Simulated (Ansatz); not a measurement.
Crystal: Tl.

```
Tl
1.0
     0.00000    2.46634    2.46634
     2.46634    0.00000    2.46634
     2.46634    2.46634    0.00000
Tl
1
Direct
  0.00000 0.00000 0.00000
```

This isn't the form of Tl at room conditions, which is hcp.

- Program: Ansatz 0.2.0
- Task: phonons
- Functional: revPBE
- Dispersion: D3(BJ)+ATM
- Potentials or basis: all-electron LAPW, scalar-relativistic
- Cutoff: 170 eV (chosen from the basis error)
- Basis error allowed: 0.001 eV/atom
- k mesh: 8 × 8 × 8
- Occupations: fermi-dirac, width 0.15 eV
- Spin: collinear spin, ferromagnetic start
- Starting moments: [0.5] μB
- Supercell: yes
- Phonon path: ["G", "X", "W", "K", "G", "L"]

Problem. Is this structure dynamically stable at this level, and how far does the spectrum reach?

Solution. Yes, as far as this q mesh shows: no mode on the path is imaginary. The highest frequency is 83 cm⁻¹.

A q mesh this small can miss soft modes between its points.

Caveat: the program listed the state as in doubt.
